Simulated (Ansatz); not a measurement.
# Dielectric response of BN (110) films, part 2 of 4

How well do thin zincblende BN (110) films screen a perpendicular field?

Ansatz 0.2.0; plane-wave DFT, r2SCAN, Ansatz PAW.

So far. Step 2 (Relaxing the film, 10 atoms, units 5): The gap is 2.82 eV, with the valence edge 6.77 eV and the conduction edge 3.96 eV under the upper vacuum level.

## Step 3: The relaxed film, single point, 10 atoms, units 5

The film was relaxed beforehand; a single point on the relaxed positions gives its levels and potential.

input.yaml reads:

```yaml
crystal:
  lattice:
    - [2.55619101, 0.0, 0.0]
    - [0.0, 3.615, 0.0]
    - [0.0, 0.0, 23.112382028]
  atoms:
    - { symbol: B, position: [0.5, 0.5444245761, 0.3987532627] }
    - { symbol: "N", position: [0.0, 0.7272618739, 0.3896027301] }
    - { symbol: B, position: [0.0, -0.0052410973, 0.4425490885] }
    - { symbol: "N", position: [0.5, 0.2381689952, 0.4435317243] }
    - { symbol: B, position: [0.5, 0.495885528, 0.4999999999] }
    - { symbol: "N", position: [0.0, 0.7448857824, 0.5000000001] }
    - { symbol: B, position: [0.0, -0.0052410986, 0.5574509114] }
    - { symbol: "N", position: [0.5, 0.238168994, 0.5564682758] }
    - { symbol: B, position: [0.5, 0.5444245744, 0.6012467373] }
    - { symbol: "N", position: [0.0, 0.727261872, 0.61039727] }
kpoints:
  mp_grid: { grid: [10, 8, 1] }
hamiltonian:
  xc: r2scan
scf:
  occupations: { method: fixed }
  convergence: { dr2_threshold: 1.0e-09 }
efield:
  axis: 3
  dipole_correction: true
  ramp_position: 0.97
  ramp_width: 0.06
output:
  eigenvalues: true
  write_potential: true
  write_density: true
  volumetric_format: npy
```

Command:

```
$ ansatz run input.yaml --threads 4 --pin off --max-ram 12288MiB --backend cpu --events-out ev --progress --plain --runs-dir out
```

Numbers of over 12 decimals in the logs are rounded to 6 here.

Log:

```text
[...]
Crystal: 10 atoms, lattice volume = 213.573 Å³
Basis set: ecut = 500 eV, 5425 PW (Γ), exchange–correlation on 80×108×720 points (64 copies of the dense FFT grid, shifted against one another)
Bands: 30, of which v1, the nominal top of the filled ones, is band 20 counted from 1 (19 counted from 0)
Symmetry: 2 space group operations
k-points: 30 of 80 (time reversal used)
[...]
SCF iter   1: F=—  HF=-2716.206263 eV  |F-HF|=—  |Δ(HF+E_count)|=         —  Δρ=9.93e-3  dr2=2.28e-1  dr2_τ=1.59e0  ethr=1.77e-3  p=-0.000 e·Å  D=-2.12e-9 V/Å  ΔV_dip=0.00 eV  dr2_dipole=7.83e-10  V_vac-E_F(+/−)=6.59/6.59 eV  ⟨swp⟩=6.0  Hψ=4371  notcnv=0  defer=238
[...]
SCF iter  11: F=-2716.568779 eV  HF=-2716.568779 eV  |F-HF|=2.09e-11  |Δ(HF+E_count)|=  4.57e-10  Δρ=1.20e-7  dr2=1.98e-11  dr2_τ=1.24e-12  ethr=1.00e-12  p=-0.000 e·Å  D=-1.36e-8 V/Å  ΔV_dip=0.00 eV  dr2_dipole=1.49e-15  V_vac-E_F(+/−)=6.77/6.77 eV  ⟨swp⟩=3.9  Hψ=3150  notcnv=0
SCF 1 converged in 11 iterations: F = -2716.568779 eV  dr2 = 1.98e-11
[...]
SCF converged after 11 iterations
[...]
Free energy (F): -2716.568779 eV
[...]
Internal energy: -2716.568779 eV  (E = F + TS)
E sigma→0 (E₀):  -2716.568779 eV
Fermi energy:    -1.811313 eV
Dipole field:    D = 0.000000 V/Å  (p = 0.000000 e·Å, saw-weighted, corrected)
Work function:   Φ+ = 6.7747 eV   Φ− = 6.7747 eV
[...]
--- Band table (eV; the first three rows and the last of 30) ---
  k-point 0: bands = [... 16 lower, -3.5179, -2.6608, -2.4087, -1.9201, 3.1685, 4.2245, 4.3605, 5.1137, ... 6 higher]
  k-point 1: bands = [... 16 lower, -3.6430, -2.9108, -2.1824, -2.1642, 3.2273, 4.2401, 4.3843, 5.2828, ... 6 higher]
  k-point 2: bands = [... 16 lower, -3.9850, -3.5427, -2.6266, -1.9184, 3.2754, 4.0253, 4.8413, 5.7503, ... 6 higher]
  k-point 29: bands = [... 16 lower, -5.2098, -4.8078, -2.4410, -1.8113, 2.4448, 3.1071, 7.4723, 8.7953, ... 6 higher]
```

Run time: 18 s. Hardware: 4 threads of Arm Neoverse V1, shared host; peak memory 0.91 GiB.

This step gave:

```
dipole along the normal : 4.33e-8 e·Å
```

Running mean over 1.278 Å of the planar mean; the ramp of the sawtooth is left out. Table of electron's electrostatic potential energy less the highest filled level by z:

```tsv
z (Å)	electron's electrostatic potential energy less the highest filled level (eV)
3	6.77
4	6.77
5	6.77
6	6.77
7	6.70
8	4.49
9	-7.28
10	-10.7
11	-8.90
12	-8.91
13	-10.4
14	-8.13
15	3.51
16	6.66
17	6.77
18	6.77
19	6.77
20	6.77
```

The gap is 2.82 eV, with the valence edge 6.77 eV and the conduction edge 3.96 eV under the upper vacuum level.

## Step 4: Atoms held, 10 atoms, units 5, field 0.05 V/Å

A sawtooth potential applies the field, turning back in the middle of the vacuum. With the dipole correction the typed value is the field outside the slab. The induced dipole is small, so the SCF threshold is tight.

Edit input.yaml of step 3 so:

```diff
@@ -22,3 +22,3 @@
   occupations: { method: fixed }
-  convergence: { dr2_threshold: 1.0e-09 }
+  convergence: { dr2_threshold: 1.0e-10 }
 efield:
@@ -28,4 +28,4 @@
   ramp_width: 0.06
+  amplitude: 0.05
 output:
-  eigenvalues: true
   write_potential: true
```

Log:

```text
[...]
Crystal: 10 atoms, lattice volume = 213.573 Å³
Basis set: ecut = 500 eV, 5425 PW (Γ), exchange–correlation on 80×108×720 points (64 copies of the dense FFT grid, shifted against one another)
Bands: 30, of which v1, the nominal top of the filled ones, is band 20 counted from 1 (19 counted from 0)
Symmetry: 2 space group operations
k-points: 30 of 80 (time reversal used)
[...]
SCF iter   1: F=—  HF=-2716.207743 eV  |F-HF|=—  |Δ(HF+E_count)|=         —  Δρ=9.94e-3  dr2=2.32e-1  dr2_τ=1.59e0  ethr=1.77e-3  p=-0.000 e·Å  D=-2.12e-9 V/Å  ΔV_dip=0.00 eV  dr2_dipole=1.50e-3  V_vac-E_F(+/−)=7.09/6.03 eV  ⟨swp⟩=6.1  Hψ=4379  notcnv=0  defer=240
[...]
SCF iter  12: F=-2716.569145 eV  HF=-2716.569145 eV  |F-HF|=5.46e-12  |Δ(HF+E_count)|=  6.37e-11  Δρ=4.38e-8  dr2=2.28e-12  dr2_τ=1.90e-13  ethr=1.00e-12  p=0.015 e·Å  D=1.24e-2 V/Å  ΔV_dip=-0.29 eV  dr2_dipole=1.43e-17  V_vac-E_F(+/−)=7.14/6.37 eV  ⟨swp⟩=4.1  Hψ=2603  notcnv=0
SCF 1 converged in 12 iterations: F = -2716.569145 eV  dr2 = 2.28e-12
[...]
SCF converged after 12 iterations
[...]
Free energy (F): -2716.569145 eV
[...]
Internal energy: -2716.569145 eV  (E = F + TS)
E sigma→0 (E₀):  -2716.569145 eV
Fermi energy:    -1.810446 eV
Dipole field:    D = 0.012405 V/Å  (p = 0.014641 e·Å, saw-weighted, corrected)
Work function:   not extracted (applied field tilts the vacuum); planar V_es + V_field profile in the machine report
[...]
--- Band table (eV; the first three rows and the last of 30) ---
  k-point 0: bands = [... 16 lower, -3.5180, -2.6607, -2.4095, -1.9194, 3.1680, 4.1952, 4.3809, 4.9905, ... 6 higher]
  k-point 1: bands = [... 16 lower, -3.6432, -2.9108, -2.1947, -2.1519, 3.2266, 4.2240, 4.3926, 5.1384, ... 6 higher]
  k-point 2: bands = [... 16 lower, -3.9851, -3.5426, -2.6273, -1.9178, 3.2742, 4.0249, 4.8362, 5.6190, ... 6 higher]
  k-point 29: bands = [... 16 lower, -5.2103, -4.8075, -2.4420, -1.8104, 2.4437, 3.1081, 7.4721, 8.7950, ... 6 higher]
```

It took 19 s on 4 threads; peak memory 0.91 GiB; 75 s of CPU time.

This step gave:

```
gap on the k-mesh       : 2.813 eV
dipole along the normal : 0.01464 e·Å
```

The dipole is 0.0146 e·Å, and the gap on the mesh 2.813 eV.

## Step 5: Single point, 10 atoms, units 5, field -0.05 V/Å

Edit input.yaml of step 4 so:

```diff
@@ -28,3 +28,3 @@
   ramp_width: 0.06
-  amplitude: 0.05
+  amplitude: -0.05
 output:
```

Log:

```text
[...]
Crystal: 10 atoms, lattice volume = 213.573 Å³
Basis set: ecut = 500 eV, 5425 PW (Γ), exchange–correlation on 80×108×720 points (64 copies of the dense FFT grid, shifted against one another)
Bands: 30, of which v1, the nominal top of the filled ones, is band 20 counted from 1 (19 counted from 0)
Symmetry: 2 space group operations
k-points: 30 of 80 (time reversal used)
[...]
k-point 0: bands = [... 16 lower, -3.5180, -2.6607, -2.4095, -1.9194, 3.1680, 4.1952, 4.3809, 4.9905, ... 6 higher]
  k-point 1: bands = [... 16 lower, -3.6432, -2.9108, -2.1947, -2.1519, 3.2266, 4.2240, 4.3926, 5.1384, ... 6 higher]
  k-point 2: bands = [... 16 lower, -3.9851, -3.5426, -2.6273, -1.9178, 3.2742, 4.0249, 4.8362, 5.6190, ... 6 higher]
  k-point 29: bands = [... 16 lower, -5.2103, -4.8075, -2.4420, -1.8104, 2.4437, 3.1081, 7.4721, 8.7950, ... 6 higher]
[key lines of the parts left out:]
SCF converged after 12 iterations
Free energy (F): -2716.569145 eV
Fermi energy:    -1.810447 eV
Dipole field:    D = -0.012405 V/Å  (p = -0.014641 e·Å, saw-weighted, corrected)
```

The job ended after 20 s (4 threads; peak memory 0.91 GiB).

The dipole is -0.0146 e·Å, and the gap on the mesh 2.813 eV.

## Step 6: Response with the atoms held, 10 atoms, units 5

This step: plane-wave DFT, r2SCAN, Ansatz PAW; response to a field along the normal, atoms held (Ansatz 0.2.0).

The two fields give this film's response with the atoms held: the electronic part.

Numbers from this step:

```yaml
equivalent_conductor_thickness_p_eps_0ae: 5.734 Å
distance_between_the_outer_atoms: 5.103 Å
thickness: 6.391 Å
```

Local field over the applied field, running mean. From the potentials at -0.05 and 0.05 V/Å; running mean over 1.278 Å, taken twice. Local field over applied field against z:

z (Å), local field over applied field and a bar from the least value:
```
      4.5      1.000 ##############################
      5.0      0.999 ##############################
      5.5      0.997 ##############################
      6.0      0.991 ##############################
      6.5      0.972 #############################
      7.0      0.919 ###########################
      7.5      0.804 #######################
      8.0      0.625 ################
      8.5      0.421 #########
      9.0      0.261 ###
      9.5      0.187 
     10.0      0.182 
     10.5      0.195 
     11.0      0.200 #
     11.5      0.200 #
     12.0      0.201 #
     12.5      0.198 #
     13.0      0.185 
     13.5      0.182 
     14.0      0.237 ##
     14.5      0.378 #######
     15.0      0.579 ###############
     15.5      0.769 ######################
     16.0      0.899 ##########################
     16.5      0.964 #############################
     17.0      0.989 ##############################
     17.5      0.997 ##############################
     18.0      0.999 ##############################
     18.5      1.000 ##############################
     19.0      1.000 ##############################
```

The induced electron density oscillates, so the rows of the table below give means over windows of 0.5 Å about each position, cut where the curve ends. Its maxima inside the range that stand out by 2 % of the span (Å: e/Å³ per V/Å): 8.22: 0.00335, 9.12: 0.00188, 10.53: 0.00129, 11.81: 0.00141, 13.23: 0.00167, 14.25: -0.00109. Its minima: 8.86: 0.00109, 9.89: -0.00167, 11.30: -0.00141, 12.58: -0.00129, 14.00: -0.00188, 14.89: -0.00335.

Electrons, planar mean, per unit field. Induced electron density against z; means over each step:

```tsv
z (Å)	induced electron density (e/Å³ per V/Å)
4.5	1.3e-6
5.0	4.7e-6
5.5	1.7e-5
6.0	6.0e-5
6.5	2.0e-4
7.0	6.2e-4
7.5	0.00160
8.0	0.00295
8.5	0.00246
9.0	0.00150
9.5	1.9e-4
10.0	-0.00130
10.5	8.4e-4
11.0	-2.8e-4
11.5	-2.8e-4
12.0	7.0e-4
12.5	-9.4e-4
13.0	9.4e-4
13.5	4.5e-4
14.0	-0.00154
14.5	-0.00200
15.0	-0.00312
15.5	-0.00191
16.0	-7.8e-4
16.5	-2.6e-4
17.0	-8.0e-5
17.5	-2.3e-5
18.0	-6.4e-6
18.5	-1.7e-6
19.0	-6.1e-7
```

By hand: between -0.05 and 0.05 V/Å the dipole changes by 0.02928 e·Å, a slope of 0.2928 e·Å²/V. A perfect conductor of thickness t has p = ε₀AEt, so t = 180.95 × 0.2928 / 9.241 = 5.73 Å (e/ε₀ = 180.95 V·Å, A in Å²).

The induced dipole is that of a conductor 5.73 Å thick.

## Step 7: Relaxing in the field, 10 atoms, field 0.05 V/Å

This step: plane-wave DFT, r2SCAN, Ansatz PAW (Ansatz 0.2.0).

Now the atoms may follow the field. A weak field makes forces of meV/Å to tens of meV/Å, so the force tolerance is set well below the usual one.

Edit input.yaml of step 5 so:

```diff
@@ -28,3 +28,6 @@
   ramp_width: 0.06
-  amplitude: -0.05
+  amplitude: 0.05
+relax:
+  f_tol: 0.0006
+  max_steps: 70
 output:
```

Log:

```text
[...]
Crystal: 10 atoms, lattice volume = 213.573 Å³
Basis set: ecut = 500 eV, 5425 PW (Γ), exchange–correlation on 80×108×720 points (64 copies of the dense FFT grid, shifted against one another)
Bands: 30, of which v1, the nominal top of the filled ones, is band 20 counted from 1 (19 counted from 0)
Symmetry: 2 space group operations
k-points: 30 of 80 (time reversal used)
[...]
SCF iter   1: F=—  HF=-2716.207743 eV  |F-HF|=—  |Δ(HF+E_count)|=         —  Δρ=9.94e-3  dr2=2.32e-1  dr2_τ=1.59e0  ethr=1.77e-3  p=-0.000 e·Å  D=-2.12e-9 V/Å  ΔV_dip=0.00 eV  dr2_dipole=1.50e-3  V_vac-E_F(+/−)=7.09/6.03 eV  ⟨swp⟩=6.1  Hψ=4379  notcnv=0  defer=240
[...]
SCF iter  11: F=-2716.569145 eV  HF=-2716.569145 eV  |F-HF|=1.32e-11  |Δ(HF+E_count)|=  7.19e-10  Δρ=1.44e-7  dr2=2.70e-11  dr2_τ=2.34e-12  ethr=1.00e-12  p=0.015 e·Å  D=1.24e-2 V/Å  ΔV_dip=-0.29 eV  dr2_dipole=3.08e-13  V_vac-E_F(+/−)=7.14/6.37 eV  ⟨swp⟩=8.8  Hψ=5244  notcnv=0
SCF 1 converged in 11 iterations: F = -2716.569145 eV  dr2 = 2.70e-11
[...]
relax step   1: F+E_penalty+E_count = -2716.56914515 eV  Δ(F+E_penalty+E_count) = +0.000e0 eV  max|allowed force component| = 2.444e-2 eV/Å  Δτ_max = 0.0000 Å  (11 SCF iters, accepted)
[...]
SCF iter   7: F=-2716.569176 eV  HF=-2716.569176 eV  |F-HF|=1.09e-11  |Δ(HF+E_count)|=  2.81e-10  Δρ=1.41e-7  dr2=2.47e-11  dr2_τ=1.92e-12  ethr=1.00e-12  p=0.016 e·Å  D=1.32e-2 V/Å  ΔV_dip=-0.31 eV  dr2_dipole=1.37e-13  V_vac-E_F(+/−)=7.13/6.38 eV  ⟨swp⟩=8.4  Hψ=5094  notcnv=0
SCF 2 converged in 7 iterations: F = -2716.569176 eV  dr2 = 2.47e-11
relax step   2: F+E_penalty+E_count = -2716.56917592 eV  Δ(F+E_penalty+E_count) = -3.076e-5 eV  max|allowed force component| = 1.231e-2 eV/Å  Δτ_max = 0.0005 Å  (7 SCF iters, accepted)
SCF iter   1: F=—  HF=-2716.569171 eV  |F-HF|=—  |Δ(HF+E_count)|=         —  Δρ=1.22e-4  dr2=3.72e-5  dr2_τ=4.76e-5  ethr=1.33e-6  p=0.016 e·Å  D=1.32e-2 V/Å  ΔV_dip=-0.31 eV  dr2_dipole=6.54e-6  V_vac-E_F(+/−)=7.13/6.38 eV  ⟨swp⟩=2.1  Hψ=1984  notcnv=0  defer=240
[...]
SCF iter   7: F=-2716.569188 eV  HF=-2716.569188 eV  |F-HF|=1.27e-11  |Δ(HF+E_count)|=  6.54e-10  Δρ=2.22e-7  dr2=5.38e-11  dr2_τ=4.67e-12  ethr=1.00e-12  p=0.016 e·Å  D=1.39e-2 V/Å  ΔV_dip=-0.32 eV  dr2_dipole=2.55e-14  V_vac-E_F(+/−)=7.12/6.39 eV  ⟨swp⟩=8.9  Hψ=5317  notcnv=0
SCF 3 converged in 7 iterations: F = -2716.569188 eV  dr2 = 5.38e-11
relax step   3: F+E_penalty+E_count = -2716.56918799 eV  Δ(F+E_penalty+E_count) = -1.208e-5 eV  max|allowed force component| = 3.308e-3 eV/Å  Δτ_max = 0.0008 Å  (7 SCF iters, accepted)
[...]
relax step   4: F+E_penalty+E_count = -2716.56918863 eV  Δ(F+E_penalty+E_count) = -6.384e-7 eV  max|allowed force component| = 9.584e-4 eV/Å  Δτ_max = 0.0002 Å  (6 SCF iters, accepted)
SCF iter   1: F=—  HF=-2716.569189 eV  |F-HF|=—  |Δ(HF+E_count)|=         —  Δρ=2.03e-6  dr2=7.65e-9  dr2_τ=9.40e-9  ethr=2.63e-10  p=0.016 e·Å  D=1.39e-2 V/Å  ΔV_dip=-0.32 eV  dr2_dipole=6.98e-10  V_vac-E_F(+/−)=7.12/6.39 eV  ⟨swp⟩=3.5  Hψ=2377  notcnv=0  defer=214
[...]
SCF iter   4: F=-2716.569189 eV  HF=-2716.569189 eV  |F-HF|=3.64e-11  |Δ(HF+E_count)|=  6.18e-11  Δρ=1.53e-7  dr2=2.23e-11  dr2_τ=1.72e-12  ethr=1.00e-12  p=0.016 e·Å  D=1.39e-2 V/Å  ΔV_dip=-0.32 eV  dr2_dipole=1.23e-13  V_vac-E_F(+/−)=7.12/6.39 eV  ⟨swp⟩=8.1  Hψ=4903  notcnv=0
SCF 5 converged in 4 iterations: F = -2716.569189 eV  dr2 = 2.23e-11
relax step   5: F+E_penalty+E_count = -2716.56918866 eV  Δ(F+E_penalty+E_count) = -3.218e-8 eV  max|allowed force component| = 3.308e-4 eV/Å  Δτ_max = 0.0000 Å  (4 SCF iters, accepted)
NSCF: frozen V_eff on 30 k-points
[...]
SCF iter   2: F=-2716.569189 eV  HF=-2716.569189 eV  |F-HF|=4.77e-11  |Δ(HF+E_count)|=  2.00e-11  Δρ=8.37e-8  dr2=6.31e-12  dr2_τ=4.15e-13  ethr=1.00e-12  p=0.016 e·Å  D=1.39e-2 V/Å  ΔV_dip=-0.32 eV  dr2_dipole=3.09e-13  V_vac-E_F(+/−)=7.12/6.39 eV  ⟨swp⟩=7.1  Hψ=4454  notcnv=0
SCF 6 converged in 2 iterations: F = -2716.569189 eV  dr2 = 6.31e-12
[...]
SCF converged after 2 iterations
[...]
Free energy (F): -2716.569189 eV
[...]
Internal energy: -2716.569189 eV  (E = F + TS)
E sigma→0 (E₀):  -2716.569189 eV
Fermi energy:    -1.811022 eV
Dipole field:    D = 0.013876 V/Å  (p = 0.016378 e·Å, saw-weighted, corrected)
Work function:   not extracted (applied field tilts the vacuum); planar V_es + V_field profile in the machine report
[...]
--- Forces (eV/Å), atoms counted from 1 ---
  atom   1  B      0.00000000     0.00017244    -0.00006866
  atom   2  N      0.00000000    -0.00018492    -0.00010216
  atom   3  B      0.00000000    -0.00006405     0.00018712
  atom   4  N      0.00000000     0.00006235     0.00016596
  atom   5  B      0.00000000    -0.00000241    -0.00033365
  atom   6  N      0.00000000    -0.00000032    -0.00002721
  atom   7  B      0.00000000     0.00005201     0.00018968
  atom   8  N      0.00000000    -0.00005915     0.00016597
  atom   9  B      0.00000000    -0.00019332    -0.00008027
  atom  10  N      0.00000000     0.00019552    -0.00009767
  max |Σ_I F_I| component: 2.18e-5 eV/Å
--- Band table (eV; the first three rows and the last of 30) ---
  k-point 0: bands = [... 16 lower, -3.5178, -2.6604, -2.4090, -1.9199, 3.1684, 4.2040, 4.3727, 5.0007, ... 6 higher]
  k-point 1: bands = [... 16 lower, -3.6429, -2.9105, -2.1875, -2.1591, 3.2271, 4.2296, 4.3878, 5.1487, ... 6 higher]
  k-point 2: bands = [... 16 lower, -3.9848, -3.5423, -2.6268, -1.9182, 3.2751, 4.0246, 4.8371, 5.6294, ... 6 higher]
  k-point 29: bands = [... 16 lower, -5.2099, -4.8078, -2.4414, -1.8110, 2.4446, 3.1073, 7.4725, 8.7952, ... 6 higher]
--- Relaxed structure (5 steps of the walk, 5 accepted, 0 SCFs on fresh bases) ---
  F+E_penalty+E_count = -2716.56918866 eV   max|allowed force component| = 3.308e-4 eV/Å
  atoms:
    - { symbol: B, position: [0.5, 0.544296, 0.398769] }
    - { symbol: N, position: [0.0, 0.727131, 0.389577] }
    - { symbol: B, position: [0.0, -0.00532151, 0.442564] }
    - { symbol: N, position: [0.5, 0.238088, 0.443524] }
    - { symbol: B, position: [0.5, 0.495875, 0.500016] }
    - { symbol: N, position: [0.0, 0.744886, 0.499983] }
    - { symbol: B, position: [0.0, -0.00516753, 0.557467] }
    - { symbol: N, position: [0.5, 0.238257, 0.556463] }
    - { symbol: B, position: [0.5, 0.544558, 0.601264] }
    - { symbol: N, position: [0.0, 0.727398, 0.610372] }
```

Run time: 53 s. Hardware: 4 threads; peak memory 0.93 GiB.

No atom moved by 0.005 Å in the relaxation.

Numbers from this step:

| Property | Result |
| --- | --- |
| gap on the k-mesh | 2.815 eV |
| dipole along the normal | 0.01638 e·Å |

The relaxation took 5 steps and lowered the energy by 4.4e-5 eV; the largest force on the free atoms ends at 3.3e-4 eV/Å.

The dipole is 0.0164 e·Å, and the gap on the mesh 2.815 eV.

## Step 8: Field on, atoms free, 10 atoms, field -0.05 V/Å

The opposite sign, again from the field-free geometry; the difference of the two cancels what relaxes without a field.

Edit input.yaml of step 7 so:

```diff
@@ -28,3 +28,3 @@
   ramp_width: 0.06
-  amplitude: 0.05
+  amplitude: -0.05
 relax:
```

Log:

```text
[...]
Crystal: 10 atoms, lattice volume = 213.573 Å³
Basis set: ecut = 500 eV, 5425 PW (Γ), exchange–correlation on 80×108×720 points (64 copies of the dense FFT grid, shifted against one another)
Bands: 30, of which v1, the nominal top of the filled ones, is band 20 counted from 1 (19 counted from 0)
Symmetry: 2 space group operations
k-points: 30 of 80 (time reversal used)
[...]
- { symbol: B, position: [0.0, -0.00516753, 0.442533] }
    - { symbol: N, position: [0.5, 0.238257, 0.443537] }
    - { symbol: B, position: [0.5, 0.495875, 0.499984] }
    - { symbol: N, position: [0.0, 0.744886, 0.500017] }
    - { symbol: B, position: [0.0, -0.00532151, 0.557436] }
    - { symbol: N, position: [0.5, 0.238088, 0.556476] }
    - { symbol: B, position: [0.5, 0.544296, 0.601231] }
    - { symbol: N, position: [0.0, 0.727131, 0.610423] }
[key lines of the parts left out:]
SCF converged after 2 iterations
Free energy (F): -2716.569189 eV
Fermi energy:    -1.811022 eV
Dipole field:    D = -0.013876 V/Å  (p = -0.016378 e·Å, saw-weighted, corrected)
```

It took 52 s on 4 threads; peak memory 0.94 GiB; 3.4 min of CPU time.

No atom moved by 0.005 Å in the relaxation.

The relaxation took 5 steps and lowered the energy by 4.4e-5 eV; the largest force on the free atoms ends at 3.3e-4 eV/Å.

The dipole is -0.0164 e·Å, and the gap on the mesh 2.815 eV.

## Step 9: Response with the atoms relaxed, 10 atoms, units 5

This step: plane-wave DFT, r2SCAN, Ansatz PAW; response to a field along the normal, atoms relaxed (Ansatz 0.2.0).

The two relaxed runs give the static response.

This step gave:

* equivalent conductor thickness p/(ε₀AE): 6.414 Å

Local field over the applied field, running mean. From the potentials at -0.05 and 0.05 V/Å; running mean over 1.278 Å, taken twice. Local field over applied field against z:

```tsv
z (Å)	local field over applied field
4.5	1.000
5.0	0.999
5.5	0.998
6.0	0.991
6.5	0.972
7.0	0.912
7.5	0.764
8.0	0.581
8.5	0.396
9.0	0.232
9.5	0.0704
10.0	0.0138
10.5	0.0542
11.0	0.122
11.5	0.151
12.0	0.131
12.5	0.0728
13.0	0.0139
13.5	0.0492
14.0	0.192
14.5	0.361
15.0	0.537
15.5	0.724
16.0	0.886
16.5	0.963
17.0	0.989
17.5	0.997
18.0	0.999
18.5	1.000
19.0	1.000
```

The induced dipole is that of a conductor 6.41 Å thick.

[end of part 2 of 4]

[Logs are printed without paths, hosts, clocks, repeated set-up lines and the standing remarks that a program may print on its own settings, such as how far it seeks lower states.]

[Hosts, paths, dates, database ids (printed as entryN), source tags and the programs' standing remarks are cut or masked in the printed files.]

[Maps of the electrostatic potential energy from Ansatz leave out the sawtooth potential of an applied field or a dipole correction, so their vacuum need not be flat; planar profiles and work functions include it.]
